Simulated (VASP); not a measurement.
# Ag (P6_3/mmc) in VASP: reference runs

Aim: a first look at Ag with PBEsol, on the cell as given and on a disturbed one.

Everything below comes from runs of VASP 6.6.1. Logs are shortened: lines on timing, memory, paths and dates and some standing lists are left out, and cuts for length are marked.

## 1. Starting point

The structure is hexagonal, space group P6_3/mmc (No. 194). Conventional cell: a = 2.886 Å, b = 2.886 Å, c = 10.000 Å, α = 90.00°, β = 90.00°, γ = 120.00°. Around Ag (site symmetry -3m) lie 12 Ag at 2.89 to 3.00 Å. Ag (site symmetry -6m2) has 12 Ag at 2.89 to 3.00 Å as nearest neighbours.

This isn't the form of Ag at room conditions, which is fcc.

## 2. Single point, PBEsol

INCAR reads:

```
PREC = Accurate
ENCUT = 520
EDIFF = 1E-7
ISMEAR = -1
SIGMA = 0.05
LREAL = F
LASPH = T
NELM = 100
ALGO = Normal
ISIF = 2
LWAVE = F
LCHARG = F
GGA = PS
NBANDS = 30
```

KPOINTS reads:

```
Automatic mesh
0
Gamma
  11 11 3
```

POSCAR reads:

```
Ag
1.0
    2.8862000000      0.0000000000      0.0000000000
   -1.4431000000      2.4995225204      0.0000000000
    0.0000000000      0.0000000000     10.0000000000
Ag
4
Direct
    0.0000000000      0.0000000000      0.5000000000
    0.0000000000      0.0000000000      0.0000000000
    0.6666666667      0.3333333333      0.7500000000
    0.3333333333      0.6666666667      0.2500000000
```

Potentials or basis: VASP PAW PBE potentials, release 64 (Ag).

On the command line:

```bash
$ cat potpaw_PBE.64/Ag/POTCAR > POTCAR
$ mpirun -np 1 vasp_std > vasp.out
```

OUTCAR:

```text
PREC = Accurate
   ENCUT = 520
   EDIFF = 1E-7
   ISMEAR = -1
   LREAL = F
   LASPH = T
   NELM = 100
   ISIF = 2
   GGA = PS

 ion  position               nearest neighbor table
   1  0.000  0.000  0.500-   3 3.00   4 3.00   4 3.00   3 3.00   3 3.00   4 3.00
   2  0.000  0.000  0.000-   3 3.00   4 3.00   4 3.00   3 3.00   3 3.00   4 3.00
   3  0.667  0.333  0.750-   1 3.00   2 3.00   1 3.00   2 3.00   1 3.00   2 3.00
   4  0.333  0.667  0.250-   1 3.00   2 3.00   1 3.00   2 3.00   1 3.00   2 3.00

  LATTYP: Found a hexagonal cell.
 ALAT       =     2.8862000000
 C/A-ratio  =     3.4647633567

  Lattice vectors:

 A1 = (   2.8862000000,   0.0000000000,   0.0000000000)
 A2 = (  -1.4431000000,   2.4995225204,   0.0000000000)
 A3 = (   0.0000000000,   0.0000000000,  10.0000000000)

Analysis of symmetry for initial positions (statically):
=====================================================================
 Subroutine PRICEL returns:
 Original cell was already a primitive cell.

 Routine SETGRP: Setting up the symmetry group for a
 hexagonal supercell.

 Subroutine GETGRP returns: Found 24 space group operations
 (whereof 12 operations were pure point group operations)
 out of a pool of 24 trial point group operations.

The static configuration has the point symmetry D_3d.
 The point group associated with its full space group is D_6h.

Analysis of symmetry for dynamics (positions and initial velocities):
=====================================================================
 Subroutine PRICEL returns:
 Original cell was already a primitive cell.

 Routine SETGRP: Setting up the symmetry group for a
 hexagonal supercell.

 Subroutine GETGRP returns: Found 24 space group operations
 (whereof 12 operations were pure point group operations)
 out of a pool of 24 trial point group operations.

The dynamic configuration has the point symmetry D_3d.
 The point group associated with its full space group is D_6h.

 Subroutine INISYM returns: Found 24 space group operations
 (whereof 12 operations are pure point group operations),
 and found     1 'primitive' translations

----------------------------------------------------------------------------------------

                                     Primitive cell

  volume of cell :      72.1412

  direct lattice vectors                    reciprocal lattice vectors
     2.886200000  0.000000000  0.000000000     0.346476336  0.200038206  0.000000000
    -1.443100000  2.499522520  0.000000000     0.000000000  0.400076411  0.000000000
     0.000000000  0.000000000 10.000000000     0.000000000  0.000000000  0.100000000

  length of vectors
     2.886200000  2.886200000 10.000000000     0.400076411  0.400076411  0.100000000

  position of ions in fractional coordinates (direct lattice)
     0.000000000  0.000000000  0.500000000
     0.000000000  0.000000000  0.000000000
     0.666666667  0.333333333  0.750000000
     0.333333333  0.666666667  0.250000000

  ion indices of the primitive-cell ions
   primitive index   ion index
                 1           1
                 2           2
                 3           3
                 4           4

----------------------------------------------------------------------------------------

 KPOINTS: Automatic mesh

Automatic generation of k-mesh.
 Grid dimensions read from file:
 generate k-points for:   11   11    3

 Generating k-lattice:

  Cartesian coordinates                     Fractional coordinates (reciprocal lattice)
     0.031497849  0.018185291  0.000000000     0.090909091  0.000000000  0.000000000
     0.000000000  0.036370583  0.000000000     0.000000000  0.090909091  0.000000000
     0.000000000  0.000000000  0.033333333     0.000000000  0.000000000  0.333333333

  Length of vectors
     0.036370583  0.036370583  0.033333333

  Shift w.r.t. Gamma in fractional coordinates (k-lattice)
     0.000000000  0.000000000  0.000000000

 Subroutine IBZKPT returns following result:
 ===========================================

 Found     32 irreducible k-points:

 Following reciprocal coordinates:
            Coordinates               Weight
  0.000000  0.000000  0.000000      1.000000
  0.090909  0.000000  0.000000      6.000000
  0.181818  0.000000  0.000000      6.000000
  0.272727 -0.000000  0.000000      6.000000
  0.363636  0.000000  0.000000      6.000000
  0.454545 -0.000000  0.000000      6.000000
[... 16 lines left out ...]
  0.090909  0.090909  0.333333     12.000000
  0.181818  0.090909  0.333333     24.000000
 [... further k-points ...]
   k-points           NKPTS =     32   k-points in BZ     NKDIM =     32   number of bands    NBANDS=     30
   number of dos      NEDOS =    301   number of ions     NIONS =      4
   total plane-waves  NPLWV =  46080
   dimension x,y,z NGX =    24 NGY =   24 NGZ =   80
   dimension x,y,z NGXF=    48 NGYF=   48 NGZF=  160
   ions per type =               4
   NGX,Y,Z   is equivalent  to a cutoff of  13.82, 13.82, 13.30 a.u.
   NGXF,Y,Z  is equivalent  to a cutoff of  27.65, 27.65, 26.60 a.u.
 SYSTEM =  unknown system
   PREC   = accura    normal or accurate (medium, high low for compatibility)
   ISTART =      0    job   : 0-new  1-cont  2-samecut
   ICHARG =      2    charge: 1-file 2-atom 10-const
   ISPIN  =      1    spin polarized calculation?
   LNONCOLLINEAR =      F non collinear calculations
   LSORBIT =      F    spin-orbit coupling
   LASPH  =      T    aspherical Exc in radial PAW
   ENCUT  =  520.0 eV  38.22 Ry    6.18 a.u.   5.37  5.37 18.59*2*pi/ulx,y,z
   NELM   =    100;   NELMIN=  2; NELMDL= -5     # of ELM steps
   EDIFF  = 0.1E-06   stopping-criterion for ELM
   LREAL  =      F    real-space projection
   EDIFFG = 0.1E-05   stopping-criterion for IOM
   NSW    =      0    number of steps for IOM
   IBRION =     -1    ionic relax: 0-MD 1-quasi-New 2-CG
   NFREE  =      0    steps in history (QN), initial steepest desc. (CG)
   ISIF   =      2    stress and relaxation
   ISYM   =      2    0-nonsym 1-usesym 2-fastsym
   POTIM  = 0.5000    time-step for ionic-motion
   TEBEG  =    0.0;   TEEND  =   0.0 temperature during run
   PSTRESS=    0.0 pullay stress
   NELECT =      44.0000    total number of electrons
   NUPDOWN=      -1.0000    fix difference up-down
   EMIN   =  10.00;   EMAX   =-10.00  energy-range for DOS
   EFERMI =   0.00;   METHOD = LEGACY
   ISMEAR =    -1;   SIGMA  =   0.05  broadening in eV -4-tet -1-fermi 0-gaus
   EFERMI_NEDOS =   21; number of points for ismear=-14 and -15
   IALGO  =     38    algorithm
   IMIX   =      4    mixing-type and parameters
     AMIX     =   0.40;   BMIX     =  1.00
     AMIX_MAG =   1.60;   BMIX_MAG =  1.00
  volume/ion in A,a.u.               =      18.04       121.71
  Fermi-wavevector in a.u.,A,eV,Ry     =   1.388347  2.623595 26.225315  1.927506
  Thomas-Fermi vector in A             =   2.512481
   LORBIT       =      0    0 simple, 1 ext, 2 COOP (PROOUT), +10 PAW based schemes
   GGA     = PS    functional components
   LHFCALC =     F    Hartree Fock is set to
   AEXX    =    0.0000 exact exchange contribution
   IVDW    =     0    specifies the selected vdW correction
   LEPSILON=     F    determine dielectric tensor
   LRPA    =     F    only Hartree local field effects (RPA)
 non-spin polarized calculation
  energy-cutoff  :      520.00
  volume of cell :       72.14
 maximum number of plane-waves:      1993
 NGX is ok and might be reduce to    24
   NGX = 11   NGY = 11   NGZ = 37

 number of electron      43.9999999 magnetization

 Free energy of the ion-electron system (eV)
  ---------------------------------------------------
  ext. energy  EPLUGINS =         0.00000000
  ---------------------------------------------------
  free energy    TOTEN  =       -13.06203441 eV

  energy without entropy =      -13.04723866  energy(sigma->0) =      -13.05463654

 E-fermi :   7.5095     XC(G=0): -12.0774

 val. band max:        7.4419634702   @ k =   0.0909   0.0000   0.0000
 cond. band min:       7.5156633210   @ k =   0.2727   0.0909   0.3333
 fundamental gap:      0.0736998508
 Fermi energy:         7.5095095947

 k-point     1 :       0.0000    0.0000    0.0000
  band No.  band energies     occupation
      1       0.0493      2.00000
      2       1.2309      2.00000
      3       1.2322      2.00000
      4       1.3520      2.00000
      5       2.6740      2.00000
      6       2.9101      2.00000
[... 22 lines left out ...]
     29      23.2208      0.00000
     30      24.1650      0.00000

 k-point     2 :       0.0909    0.0000    0.0000
  band No.  band energies     occupation
      1       0.2795      2.00000
      2       1.4329      2.00000
      3       1.4337      2.00000
      4       1.4980      2.00000
      5       2.7094      2.00000
      6       2.7640      2.00000
[... 22 lines left out ...]
     29      23.0487      0.00000
     30      23.3501      0.00000

 k-point     3 :       0.1818    0.0000    0.0000
  band No.  band energies     occupation
      1       0.9041      2.00000
      2       1.7735      2.00000
      3       1.8741      2.00000
      4       1.9154      2.00000
      5       2.4455      2.00000
      6       2.5521      2.00000
[... 22 lines left out ...]
     29      20.9336      0.00000
     30      20.9454      0.00000

 k-point     4 :       0.2727   -0.0000    0.0000
  band No.  band energies     occupation
      1       1.5388      2.00000
      2       1.7720      2.00000
      3       1.8749      2.00000
      4       2.0375      2.00000
      5       2.2721      2.00000
      6       2.3054      2.00000
[... 22 lines left out ...]
     29      18.4023      0.00000
     30      18.6575      0.00000

 k-point     5 :       0.3636    0.0000    0.0000
  band No.  band energies     occupation
      1       1.5456      2.00000
      2       1.5996      2.00000
      3       1.6130      2.00000
      4       1.8720      2.00000
      5       2.0254      2.00000
      6       2.2908      2.00000
[... 22 lines left out ...]
     29      18.5784      0.00000
     30      18.5836      0.00000
[... 526 lines left out ...]
     29      17.0189      0.00000
     30      17.5688      0.00000

 k-point    22 :       0.4545   -0.0000    0.3333
  band No.  band energies     occupation
      1       1.4779      2.00000
      2       1.5062      2.00000
      3       1.5636      2.00000
      4       1.6692      2.00000
      5       1.8141      2.00000
      6       1.9308      2.00000
[... 22 lines left out ...]
     29      16.4074      0.00000
     30      17.5962      0.00000

 k-point    23 :       0.0909    0.0909    0.3333
  band No.  band energies     occupation
      1       0.8794      2.00000
      2       1.3229      2.00000
      3       1.7835      2.00000
      4       1.8590      2.00000
      5       2.5420      2.00000
      6       2.6099      2.00000
[... 22 lines left out ...]
     29      21.4329      0.00000
     30      21.7755      0.00000

 k-point    24 :       0.1818    0.0909    0.3333
  band No.  band energies     occupation
      1       1.5291      2.00000
      2       1.7863      2.00000
      3       2.0333      2.00000
      4       2.1569      2.00000
      5       2.4076      2.00000
      6       2.4963      2.00000
[... 22 lines left out ...]
     29      19.9919      0.00000
     30      20.5341      0.00000

 [... further k-points ...]

------------------------ aborting loop because EDIFF is reached ----------------------------------------

  FORCE on cell =-STRESS in cart. coord.  units (eV):
  Direction    XX          YY          ZZ          XY          YZ          ZX
  --------------------------------------------------------------------------------------
  -------------------------------------------------------------------------------------
  Total       -2.7778942     -2.7778942     -4.2611098      0.0000000      0.0000000     -0.0000000
  in kB      -61.6939836    -61.6939836    -94.6345750      0.0000000      0.0000000     -0.0000000
  external PRESSURE =     -72.6741807 kB  Pullay stress =       0.0000000 kB

 VOLUME and BASIS-vectors are now :
 -----------------------------------------------------------------------------
  energy-cutoff  :      520.00
  volume of cell :       72.14
      direct lattice vectors                 reciprocal lattice vectors
     2.886200000  0.000000000  0.000000000     0.346476336  0.200038206  0.000000000
    -1.443100000  2.499522520  0.000000000     0.000000000  0.400076411  0.000000000
     0.000000000  0.000000000 10.000000000     0.000000000  0.000000000  0.100000000

 POSITION                                       TOTAL-FORCE (eV/Angst)
 -----------------------------------------------------------------------------------
      0.00000      0.00000      5.00000         0.000000      0.000000     -0.000000
      0.00000      0.00000      0.00000        -0.000000      0.000000     -0.000000
      1.44310      0.83317      7.50000        -0.000000      0.000000      0.000000
     -0.00000      1.66635      2.50000         0.000000     -0.000000      0.000000
 -----------------------------------------------------------------------------------
    total drift:                               -0.000000      0.000000     -0.000000

  FREE ENERGIE OF THE ION-ELECTRON SYSTEM (eV)
  ---------------------------------------------------
  free  energy   TOTEN  =       -13.0620344129 eV

  energy  without entropy=      -13.0472386623  energy(sigma->0) =      -13.05463654
```

It took 24 s on 1 thread of Intel Xeon 6975P-C (Granite Rapids), shared host; peak memory 0.22 GiB.

Results:

| Quantity | Value |
| --- | --- |
| Free energy | -13.0620 eV |
| Pressure | -7.3 GPa |
| Band gap on the k mesh | none (metal or under the smearing width) |

Caveat: the PAW data sets were made with another functional, which shifts forces and pressure a little.

## 3. Single point, PBEsol (atoms moved at random, drawn with an rms of 0.05 Å)

INCAR is that of step 2.

KPOINTS is that of step 2.

POSCAR reads:

```
Ag
1.0
    2.8862000000      0.0000000000      0.0000000000
   -1.4431000000      2.4995225204      0.0000000000
    0.0000000000      0.0000000000     10.0000000000
Ag
4
Direct
   -0.0078490000     -0.0343750000      0.5008220000
    0.0011900000      0.0095540000      0.0064840000
    0.6680490000      0.3451560000      0.7518570000
    0.3382240000      0.6672080000      0.2479270000
```

Potentials or basis: VASP PAW PBE potentials, release 64 (Ag).

On the command line:

```bash
$ cat potpaw_PBE.64/Ag/POTCAR > POTCAR
$ mpirun -np 1 vasp_std > vasp.out
```

OUTCAR:

```text
PREC = Accurate
   ENCUT = 520
   EDIFF = 1E-7
   ISMEAR = -1
   LREAL = F
   LASPH = T
   NELM = 100
   ISIF = 2
   GGA = PS

 ion  position               nearest neighbor table
   1  0.992  0.966  0.501-   3 2.95   4 3.00   4 3.01   3 3.03   3 3.07   4 3.08
   2  0.001  0.010  0.006-   4 2.92   4 2.93   4 2.95   3 3.04   3 3.04   3 3.05
   3  0.668  0.345  0.752-   1 2.95   1 3.03   2 3.04   2 3.04   2 3.05   1 3.07
   4  0.338  0.667  0.248-   2 2.92   2 2.93   2 2.95   1 3.00   1 3.01   1 3.08

  LATTYP: Found a hexagonal cell.
 ALAT       =     2.8862000000
 C/A-ratio  =     3.4647633567

  Lattice vectors:

 A1 = (   2.8862000000,   0.0000000000,   0.0000000000)
 A2 = (  -1.4431000000,   2.4995225204,   0.0000000000)
 A3 = (   0.0000000000,   0.0000000000,  10.0000000000)

Analysis of symmetry for initial positions (statically):
=====================================================================
 Subroutine PRICEL returns:
 Original cell was already a primitive cell.

 Routine SETGRP: Setting up the symmetry group for a
 hexagonal supercell.

[... 169 lines left out ...]
  energy without entropy =      -13.03637237  energy(sigma->0) =      -13.04365816

 E-fermi :   7.5078     XC(G=0): -12.0762

 val. band max:        7.5075879054   @ k =   0.0909  -0.3636   0.3333
 cond. band min:       7.5106884642   @ k =  -0.2727   0.4545   0.0000
 fundamental gap:      0.0031005588
 Fermi energy:         7.5077683511

 k-point     1 :       0.0000    0.0000    0.0000
  band No.  band energies     occupation
      1       0.0436      2.00000
      2       1.2102      2.00000
      3       1.2386      2.00000
      4       1.3593      2.00000
      5       2.6692      2.00000
      6       2.8933      2.00000
[... 781 lines left out ...]
     29      19.4997      0.00000
     30      19.5688      0.00000

 [... further k-points ...]

------------------------ aborting loop because EDIFF is reached ----------------------------------------

  FORCE on cell =-STRESS in cart. coord.  units (eV):
  Direction    XX          YY          ZZ          XY          YZ          ZX
  --------------------------------------------------------------------------------------
  -------------------------------------------------------------------------------------
  Total       -2.7522759     -2.7248064     -4.1397563      0.0179448     -0.0131464     -0.0158577
  in kB      -61.1250280    -60.5149616    -91.9394449      0.3985338     -0.2919681     -0.3521817
  external PRESSURE =     -71.1931448 kB  Pullay stress =       0.0000000 kB

 VOLUME and BASIS-vectors are now :
 -----------------------------------------------------------------------------
  energy-cutoff  :      520.00
  volume of cell :       72.14
      direct lattice vectors                 reciprocal lattice vectors
     2.886200000  0.000000000  0.000000000     0.346476336  0.200038206  0.000000000
    -1.443100000  2.499522520  0.000000000     0.000000000  0.400076411  0.000000000
     0.000000000  0.000000000 10.000000000     0.000000000  0.000000000  0.100000000

 POSITION                                       TOTAL-FORCE (eV/Angst)
 -----------------------------------------------------------------------------------
      1.47005      2.41360      5.00822        -0.010718      0.048738     -0.007593
     -0.01035      0.02388      0.06484         0.008133     -0.007619     -0.213506
      1.43003      0.86273      7.51857         0.007148     -0.032454      0.037339
      0.01333      1.66770      2.47927        -0.004562     -0.008665      0.183760
 -----------------------------------------------------------------------------------
    total drift:                                0.000056      0.000000      0.000087

  FREE ENERGIE OF THE ION-ELECTRON SYSTEM (eV)
  ---------------------------------------------------
  free  energy   TOTEN  =       -13.0509439583 eV

  energy  without entropy=      -13.0363723655  energy(sigma->0) =      -13.04365816
```

It took 2.3 min on 1 thread of Intel Xeon 6975P-C (Granite Rapids), shared host; peak memory 0.4 GiB.

Results:

```yaml
Free_energy: -13.0509 eV
Pressure: -7.1 GPa
Largest_force: 0.214 eV/Å
Band_gap_on_the_k_mesh: none (metal or under the smearing width)
```

Forces on the atoms (eV/Å):
```
Ag  -0.011  0.049 -0.008
Ag   0.008 -0.008 -0.214
Ag   0.007 -0.032  0.037
Ag  -0.005 -0.009  0.184
```

Stress tensor (GPa, compression positive):
```
-6.11  0.04 -0.04
 0.04 -6.05 -0.03
-0.04 -0.03 -9.19
```

Levels at points of the mesh, in eV from the Fermi level:
```csv
k point,band 20,band 21,band 22,band 23,band 24,band 25
"(0.00, 0.00, 0.00)",-3.33,-3.30,-3.03,-3.00,-0.71,2.49
```

Caveat: the PAW data sets were made with another functional, which shifts forces and pressure a little.
